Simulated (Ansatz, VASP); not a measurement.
# NaCl in two plane-wave programs, part 2 of 2

One calculation is typed for both programs; each brings its own data sets and cutoff. How far apart do they land? The cell is taken from a series of VASP runs on this material, whose earlier steps may have relaxed, scaled or displaced it; both programs get it as it stands.

VASP 6.6.1 and Ansatz 0.2.0.

So far. Step 3 (Ansatz: single point, PBEsol): The run ends at a pressure of 0.10 GPa.

**5. VASP: band structure, PBEsol**

Level of this step: PBEsol; plane waves and PAW (Na_pv, Cl) (VASP).

The same path points are solved in both programs, so levels can be compared one by one.

Input file INCAR:

```
SYSTEM = NaCl
PREC = Accurate
ENCUT = 400
EDIFF = 1E-06
NELM = 100
ISMEAR = 0
SIGMA = 0.05
LREAL = .FALSE.
ALGO = Normal
GGA = PS
NBANDS = 19
LORBIT = 11
LWAVE = .FALSE.
LCHARG = .FALSE.
KPAR = 2
```

Input file POSCAR:

```
NaCl
1.0
    0.0000000000      2.7974399408      2.7974399408
    2.7974399408      0.0000000000      2.7974399408
    2.7974399408      2.7974399408      0.0000000000
Na Cl
1 1
Direct
    0.0000000000      0.0000000000      0.0000000000
    0.5000000000      0.5000000000      0.5000000000
```

Input file KPOINTS:

```
Automatic mesh
0
Gamma
7 7 7
0 0 0
```

Input file KPOINTS_OPT:

```
Line mode
16
Line-mode
Reciprocal
  0.00000000   0.00000000   0.00000000 GAMMA
  0.50000000   0.00000000   0.50000000 X

  0.50000000   0.00000000   0.50000000 X
  0.50000000   0.25000000   0.75000000 W

  0.50000000   0.25000000   0.75000000 W
  0.37500000   0.37500000   0.75000000 K

  0.37500000   0.37500000   0.75000000 K
  0.00000000   0.00000000   0.00000000 GAMMA

  0.00000000   0.00000000   0.00000000 GAMMA
  0.50000000   0.50000000   0.50000000 L

  0.50000000   0.50000000   0.50000000 L
  0.62500000   0.25000000   0.62500000 U

  0.62500000   0.25000000   0.62500000 U
  0.50000000   0.25000000   0.75000000 W

  0.50000000   0.25000000   0.75000000 W
  0.50000000   0.50000000   0.50000000 L

  0.50000000   0.50000000   0.50000000 L
  0.37500000   0.37500000   0.75000000 K

  0.62500000   0.25000000   0.62500000 U
  0.50000000   0.00000000   0.50000000 X
```

Potentials, in the order of the species: Na_pv and Cl (PBE family, release 64).

The run is started by

```console
> mpirun -np 2 vasp_std
```

Numbers of over 12 decimals in the logs are rounded to 6 here.

Log:

```text
[banner, memory and clock lines left out]
running    2 mpi-ranks, on    1 nodes
[...]
[... a notice as in an earlier step ...]

 LDA part: xc-table for (Slater+PW92), standard interpolation
 POSCAR, INCAR and KPOINTS ok, starting setup
[...]
entering main loop
       N       E                     dE             d eps       ncg     rms          rms(c)
DAV:   1     0.100516063872E+03    0.10052E+03   -0.53858E+03   786   0.620E+02
DAV:   2     0.586879651282E+00   -0.99929E+02   -0.90315E+02   871   0.215E+02
DAV:   3    -0.706085388575E+01   -0.76477E+01   -0.75873E+01   900   0.567E+01
DAV:   4    -0.715723500429E+01   -0.96381E-01   -0.96318E-01   934   0.654E+00
[...]
DAV:   9    -0.699795108118E+01    0.22262E-03   -0.31553E-04   853   0.100E-01    0.176E-01
DAV:  10    -0.699796052398E+01   -0.94428E-05   -0.12809E-04   910   0.602E-02    0.189E-02
DAV:  11    -0.699796082008E+01   -0.29610E-06   -0.35878E-06   883   0.131E-02
   1 F= -.69979608E+01 E0= -.69979608E+01  d E =-.199393E-21
 Start KPOINTS_OPT (optional k-point list driver)
k-point batch [1-20\160]
       N       E                     dE             ncg
DAV:   1    -0.115120605335E+04   -0.65594E+04      771
DAV:   2    -0.309088646382E+04   -0.19397E+04      874
DAV:   3    -0.322743118347E+04   -0.13654E+03      915
DAV:   4    -0.322908284564E+04   -0.16517E+01      921
DAV:   5    -0.322910685275E+04   -0.24007E-01      934
DAV:   6    -0.322910745009E+04   -0.59734E-03      939
DAV:   7    -0.322910746872E+04   -0.18625E-04      917
DAV:   8    -0.322910746926E+04   -0.54073E-06      710
[...]
k-point batch [141-160\160]
       N       E                     dE             ncg
DAV:   1    -0.120493233180E+04   -0.10082E+05      776
DAV:   2    -0.313516453034E+04   -0.19302E+04      872
DAV:   3    -0.326919878765E+04   -0.13403E+03     1001
DAV:   4    -0.327090493538E+04   -0.17061E+01      881
DAV:   5    -0.327092880658E+04   -0.23871E-01      906
DAV:   6    -0.327092938963E+04   -0.58305E-03      931
DAV:   7    -0.327092940722E+04   -0.17591E-04      922
DAV:   8    -0.327092940771E+04   -0.48474E-06      698
```

OUTCAR, selected parts (step 5):

```text
  Total       -0.0134253     -0.0134253     -0.0134253      0.0000000      0.0000000      0.0000000
  in kB       -0.4912727     -0.4912727     -0.4912727      0.0000000      0.0000000      0.0000000
  external PRESSURE =      -0.4912727 kB  Pullay stress =       0.0000000 kB

 POSITION                                       TOTAL-FORCE (eV/Angst)
 -----------------------------------------------------------------------------------
      0.00000      0.00000      0.00000         0.000000      0.000000     -0.000000
      2.79744      2.79744      2.79744        -0.000000     -0.000000      0.000000
 -----------------------------------------------------------------------------------
    total drift:                                0.000000      0.000000      0.000000

  FREE ENERGIE OF THE ION-ELECTRON SYSTEM (eV)
  ---------------------------------------------------
  free  energy   TOTEN  =        -6.9979608201 eV

  energy  without entropy=       -6.9979608201  energy(sigma->0) =       -6.99796082

[... 1 part as in an earlier step ...]

[... 2 further parts left out ...]
[key lines of the parts left out:]
E-fermi :  -0.3202
```

The run ends at a pressure of -0.05 GPa.

**6. Ansatz: band structure, PBEsol**

The same cell, functional, mesh and smearing now go to Ansatz, which takes its cutoff from its data sets.

The cell is taken from a series of VASP runs on this material, whose earlier steps may have relaxed, scaled or displaced it; both programs get it as it stands.

Input file input.yaml:

```yaml
crystal:
  lattice:
    - [0.0, 2.7974399408, 2.7974399408]
    - [2.7974399408, 0.0, 2.7974399408]
    - [2.7974399408, 2.7974399408, 0.0]
  atoms:
    - { symbol: Na, position: [0.0, 0.0, 0.0] }
    - { symbol: Cl, position: [0.5, 0.5, 0.5] }
hamiltonian:
  xc: pbesol
  pseudopotentials: { kind: paw }
kpoints:
  mp_grid: { grid: [7, 7, 7] }
  band_path:
    path:
      - [0.0, 0.0, 0.0]
      - [0.16667, 0.0, 0.16667]
      - [0.33333, 0.0, 0.33333]
      - [0.5, 0.0, 0.5]
      - [0.5, 0.08333, 0.58333]
      - [0.5, 0.18333, 0.68333]
      - [0.5, 0.25, 0.75]
      - [0.45, 0.3, 0.75]
      - [0.40833, 0.34167, 0.75]
      - [0.35, 0.35, 0.7]
      - [0.225, 0.225, 0.45]
      - [0.075, 0.075, 0.15]
      - [0.03333, 0.03333, 0.03333]
      - [0.23333, 0.23333, 0.23333]
      - [0.4, 0.4, 0.4]
      - [0.51667, 0.46667, 0.51667]
      - [0.55833, 0.38333, 0.55833]
      - [0.60833, 0.28333, 0.60833]
      - [0.60833, 0.25, 0.64167]
      - [0.55833, 0.25, 0.69167]
      - [0.51667, 0.25, 0.73333]
      - [0.5, 0.3, 0.7]
      - [0.5, 0.38333, 0.61667]
      - [0.5, 0.48333, 0.51667]
      - [0.475, 0.475, 0.55]
      - [0.425, 0.425, 0.65]
      - [0.38333, 0.38333, 0.73333]
      - [0.59167, 0.18333, 0.59167]
      - [0.55, 0.1, 0.55]
      - [0.5, 0.0, 0.5]
    npoints: 1
scf:
  occupations: { method: gaussian, width: 0.05 }
  n_extra_bands: 7
output:
  forces: true
  stress: true
  eigenvalues: true
```

The run is started by

```console
> ansatz run input.yaml --threads 2 --pin off --max-ram 4608MiB --backend cpu --events-out ev --progress --plain --runs-dir out
```

Log:

```text
[...]
Crystal: 2 atoms, lattice volume = 43.784 Å³
Basis set: ecut = 420 eV, 869 PW (Γ), exchange–correlation on 54×54×54 points (8 copies of the dense FFT grid, shifted against one another)
Bands: 15, of which v1, the nominal top of the filled ones, is band 8 counted from 1 (7 counted from 0)
Symmetry: 48 space group operations
[...]
k-points: 20 of 343
[...]
k-point 0: bands = [... 4 lower, -11.4639, 1.2331, 1.2331, 1.2331, 6.2581, 12.1502, 12.1502, 12.1502, ... 3 higher]
  k-point 1: bands = [... 4 lower, -11.3980, 0.7359, 1.1770, 1.1770, 6.9059, 11.5056, 12.3914, 12.3914, ... 3 higher]
  k-point 2: bands = [... 4 lower, -11.2445, -0.1450, 1.0560, 1.0560, 7.9664, 11.1116, 12.3915, 12.3915, ... 3 higher]
  k-point 19: bands = [... 4 lower, -11.0325, -0.1135, -0.0429, 0.5772, 9.9256, 10.4115, 11.1551, 12.9063, ... 3 higher]
[key lines of the parts left out:]
SCF converged after 7 iterations
Free energy (F): -2540.286607 eV
Fermi energy:    3.745901 eV
P = ⅓ Tr σ = 0.1005 GPa (1.005 kbar)
```

Wall time 0.46 s (2 threads of Intel Xeon 6975P-C (Granite Rapids), shared host); peak memory 0.34 GiB; 0.78 s of CPU time.

**7. Comparison**

Both answers:

```csv
quantity,Ansatz,VASP,difference
pressure (GPa),0.10,-0.05,+0.15
gap over the path points (eV),5.025,5.020,+0.005
```

Levels at points of the path, from each program's valence-band top (eV; 3 filled, then empty):

```csv
k (reciprocal lattice),Ansatz,VASP
0.000 0.000 0.000,0.00 0.00 0.00 5.03 10.92 10.92,0.00 0.00 0.00 5.02 11.02 11.02
0.167 0.000 0.167,-0.66 -0.17 -0.17 6.14 9.66 11.58,-0.67 -0.17 -0.17 6.14 9.72 11.68
0.333 0.000 0.333,-1.49 -0.49 -0.49 7.60 8.31 10.46,-1.50 -0.49 -0.49 7.61 8.35 10.50
0.500 0.000 0.500,-1.77 -0.63 -0.63 7.48 7.83 11.30,-1.77 -0.63 -0.63 7.50 7.87 11.30
0.500 0.083 0.583,-1.71 -0.73 -0.68 7.73 8.06 11.06,-1.71 -0.73 -0.68 7.75 8.10 11.07
0.500 0.183 0.683,-1.48 -1.03 -0.77 8.49 8.86 10.25,-1.48 -1.03 -0.78 8.52 8.90 10.28
0.500 0.250 0.750,-1.27 -1.27 -0.80 8.81 9.55 9.55,-1.27 -1.27 -0.80 8.85 9.59 9.59
0.450 0.300 0.750,-1.41 -1.18 -0.70 8.59 9.07 10.07,-1.41 -1.18 -0.70 8.62 9.11 10.10
0.408 0.342 0.750,-1.48 -1.18 -0.57 8.22 8.96 10.38,-1.48 -1.18 -0.57 8.26 8.99 10.41
0.350 0.350 0.700,-1.39 -1.33 -0.48 8.30 9.21 10.23,-1.39 -1.33 -0.48 8.33 9.24 10.26
```

Among the levels compared at these points, filled levels agree within 5 meV and empty ones within 107 meV.

**8. Summary of results**

| Item | Value |
| --- | --- |
| difference in gap on the k mesh (single point, PBEsol) | 0.0055 eV |
| difference in gap over the path points (band structure, PBEsol) | 0.0054 eV |

The difference in gap on the k mesh is 0.0055 eV (single point, PBEsol), within the 0.08 eV picked in this series as the mark of a large difference. 1 further run of this series is not shown here. Such differences can come from data sets, numerical settings and the points named under the comparisons, not from the functional's error against experiment.

[Lines on the potential files, build, host, timing and source positions are cut from VASP's logs without a mark.]

[Logs are printed without paths, hosts, clocks, repeated set-up lines and the standing remarks that a program may print on its own settings, such as how far it seeks lower states.]

[Hosts, paths, dates, database ids (printed as entryN), source tags and the programs' standing remarks are cut or masked in the printed files.]
